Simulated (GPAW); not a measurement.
BaZrO3:

```xyz
5
Lattice="4.1913 0.0000 0.0000 0.0000 4.1913 0.0000 0.0000 0.0000 4.1913" Properties=species:S:1:pos:R:3 pbc="T T T"
Ba    0.0000    0.0000    0.0000
Zr    2.0957    2.0957    2.0957
O     2.0957    2.0957    0.0000
O     2.0957    0.0000    2.0957
O     0.0000    2.0957    2.0957
```

Base run:

- Program: GPAW 26.7.0
- Functional: r2SCAN
- Potentials or basis: GPAW PAW data sets (gpaw-data 1.2.1)
- Cutoff: 800 eV
- Basis: pw
- k mesh: 6 × 6 × 6
- Occupations: fermi-dirac, width 0.05 eV
- Spin: no spin polarisation

Its results: band gap on the k mesh 3.73 eV, indirect (least direct gap 3.97 eV); pressure 1.4 GPa.

Question: After a change of settings the same cell gave: band gap on the k mesh 3.20 eV, indirect (least direct gap 3.42 eV); pressure 3.7 GPa. Which change was it?
A. functional from r2SCAN to PBEsol; potentials or basis from GPAW PAW data sets (gpaw-data 1.2.1) to PAW data sets generated in the run's folder for this functional
B. functional from r2SCAN to LDA; potentials or basis from GPAW PAW data sets (gpaw-data 1.2.1) to the program's PAW data sets (release 1.2.1) made for this functional
C. functional from r2SCAN to PBE

Answer: C.

r2SCAN gives the wider gap, since meta-GGAs in the generalised Kohn-Sham scheme recover part of the derivative discontinuity.

Caveats: spin-orbit coupling is left out, which moves the levels of the heavy elements; the PAW data sets were made with another functional, which shifts forces and pressure a little (some runs).

Not every run made on this cell is shown here.
